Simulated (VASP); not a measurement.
## VASP 6.6.1 run: NaI

INCAR

```
LREAL = .FALSE.
NELECT = 13.5
ISIF = 2
ISMEAR = -1
SIGMA = 0.02
PREC = Accurate
NSW = 0
NELM = 83
LCHARG = .FALSE.
LWAVE = .FALSE.
ENCUT = 520
EDIFF = 1E-7
NBANDS = 11
IBRION = -1
LASPH = .TRUE.
GGA = PE
IVDW = 12
```

KPOINTS

```
KPOINTS created by Atomic Simulation Environment
0
Gamma
6 6 6
0 0 0
```

POSCAR

```
Na I
 1.0000000000000000
     0.1138545593000000    3.6570462404000001    3.6570462404000001
     3.6570462404000001    0.1138545593000000    3.6570462404000001
     3.6570462404000001    3.6570462404000001    0.1138545593000000
 Na  I
   1   1
Cartesian
  0.0235405917967054  0.0235405917967054  0.0235405917967054
  1.8334461682282941  1.8334461682282941  1.8334461682282941
```

The recommended PBE PAW datasets give the neutral cell 14 valence electrons.

Command

```
mpirun -np 1 vasp_std
```

OSZICAR

```
N       E                     dE             d eps       ncg     rms          rms(c)
DAV:   1     0.713681166921E+02    0.71368E+02   -0.58158E+03   704   0.983E+02
DAV:   2     0.246935132645E+01   -0.68899E+02   -0.65763E+02   768   0.212E+02
DAV:   3    -0.415740257945E+01   -0.66268E+01   -0.65552E+01   857   0.676E+01
DAV:   4    -0.437031773357E+01   -0.21292E+00   -0.21217E+00   825   0.129E+01
DAV:   5    -0.437635094688E+01   -0.60332E-02   -0.60328E-02   847   0.223E+00    0.116E+00
DAV:   6    -0.451912083969E+01   -0.14277E+00   -0.80274E-02   716   0.172E+00    0.655E-01
DAV:   7    -0.451745946936E+01    0.16614E-02   -0.13926E-02   794   0.753E-01    0.296E-01
DAV:   8    -0.452048045325E+01   -0.30210E-02   -0.87991E-03   740   0.550E-01    0.114E-01
DAV:   9    -0.452128539162E+01   -0.80494E-03   -0.65833E-04   761   0.212E-01    0.542E-02
DAV:  10    -0.452125147417E+01    0.33917E-04   -0.45371E-04   770   0.104E-01    0.279E-02
DAV:  11    -0.452126635124E+01   -0.14877E-04   -0.25428E-05   806   0.333E-02    0.183E-02
DAV:  12    -0.452127899364E+01   -0.12642E-04   -0.12404E-05   728   0.226E-02    0.496E-03
DAV:  13    -0.452127920754E+01   -0.21390E-06   -0.24254E-07   839   0.313E-03    0.214E-03
DAV:  14    -0.452127964454E+01   -0.43700E-06   -0.29797E-07   731   0.428E-03    0.167E-03
DAV:  15    -0.452127957512E+01    0.69417E-07   -0.20433E-09   484   0.606E-04
   1 F= -.48584363E+01 E0= -.48536439E+01  d E =-.958469E-02
```

From OUTCAR

```
k-points           NKPTS =     32   k-points in BZ     NKDIM =     32   number of bands    NBANDS=     11

   NELECT =      13.5000    total number of electrons

   dimension x,y,z NGX =    40 NGY =   40 NGZ =   40
   dimension x,y,z NGXF=    80 NGYF=   80 NGZF=   80

  energy-cutoff  :      520.00
  volume of cell :       93.25
      direct lattice vectors                 reciprocal lattice vectors
     0.113854559  3.657046240  3.657046240    -0.143278710  0.138952705  0.138952705
     3.657046240  0.113854559  3.657046240     0.138952705 -0.143278710  0.138952705
     3.657046240  3.657046240  0.113854559     0.138952705  0.138952705 -0.143278710

 k-points in reciprocal lattice and weights: KPOINTS created by Atomic Simulation Env
   0.00000000  0.00000000  0.00000000       0.005
   0.16666667  0.00000000  0.00000000       0.028
   0.33333333  0.00000000  0.00000000       0.028
   0.50000000 -0.00000000 -0.00000000       0.014
   0.16666667  0.16666667  0.00000000       0.028
   0.33333333  0.16666667  0.00000000       0.056
   0.50000000  0.16666667  0.00000000       0.056
  -0.33333333  0.16666667  0.00000000       0.056
   ...

 E-fermi :  -1.7744

 k-point     1 :       0.0000    0.0000    0.0000
  band No.  band energies     occupation
      1     -23.3246      2.00000
      2     -23.3246      2.00000
      3     -23.3208      2.00000
      4     -12.2027      2.00000
      5      -1.7300      0.19580
      6      -1.6691      0.01027
      7      -1.6691      0.01027
      8       2.6788      0.00000
      9       6.3851      0.00000
     10       6.7415      0.00000
     11       6.7415      0.00000

 k-point     2 :       0.1667    0.0000    0.0000
  band No.  band energies     occupation
      1     -23.3252      2.00000
      2     -23.3247      2.00000
      3     -23.3209      2.00000
      4     -12.1778      2.00000
      5      -1.9787      1.99993
      6      -1.7485      0.42988
      7      -1.7043      0.05819
      8       3.1922      0.00000
      9       6.3218      0.00000
     10       6.5885      0.00000
     11       6.9031      0.00000

 k-point     3 :       0.3333    0.0000    0.0000
  band No.  band energies     occupation
      1     -23.3262      2.00000
      2     -23.3249      2.00000
      3     -23.3210      2.00000
      4     -12.1271      2.00000
      5      -2.4683      2.00000
      6      -1.7965      1.50277
      7      -1.7722      0.94357
      8       3.9912      0.00000
      9       6.1872      0.00000
     10       6.4728      0.00000
     11       6.7334      0.00000

 k-point     4 :       0.5000   -0.0000   -0.0000
  band No.  band energies     occupation
      1     -23.3267      2.00000
      2     -23.3250      2.00000
      3     -23.3211      2.00000
      4     -12.1013      2.00000
      5      -2.6772      2.00000
      6      -1.8194      1.80944
      7      -1.8049      1.64258
      8       4.1986      0.00000
      9       6.2861      0.00000
     10       6.4892      0.00000
     11       6.5615      0.00000

 k-point     5 :       0.1667    0.1667    0.0000
  band No.  band energies     occupation
      1     -23.3251      2.00000
      2     -23.3248      2.00000
      3     -23.3210      2.00000
      4     -12.1711      2.00000
      5      -1.9862      1.99995
      6      -1.7980      1.52868
      7      -1.7498      0.45204
      8       3.3605      0.00000
      9       6.0076      0.00000
     10       6.8868      0.00000
     11       7.0915      0.00000

 ...

  Total      -2.74582    -2.74582    -2.74582     0.03515     0.03515     0.03515
  in kB     -47.17640   -47.17640   -47.17640     0.60383     0.60383     0.60383
  external pressure =      -47.18 kB  Pullay stress =        0.00 kB

 POSITION                                       TOTAL-FORCE (eV/Angst)
 -----------------------------------------------------------------------------------
      0.02354      0.02354      0.02354         0.039073      0.039073      0.039073
      1.83345      1.83345      1.83345        -0.039073     -0.039073     -0.039073
 -----------------------------------------------------------------------------------
    total drift:                                0.000256      0.000256      0.000257

  FREE ENERGIE OF THE ION-ELECTRON SYSTEM (eV)
  ---------------------------------------------------
  free  energy   TOTEN  =        -4.8584362821 eV

  energy  without entropy=       -4.8488515890  energy(sigma->0) =       -4.85364394
```

It converged. Results: pressure -4.7 GPa; largest force 0.07 eV/Å.

The cell is charged and sits in a uniform background.

For comparison, a separate PBE run of the intended cell, on usual settings and not on those above, gives a gap of 3.69 eV on its mesh and a pressure of -0.2 GPa.

The run above took about 16 s on one core of a shared host (Intel Xeon 6975P-C) and held 0.25 GiB at most.
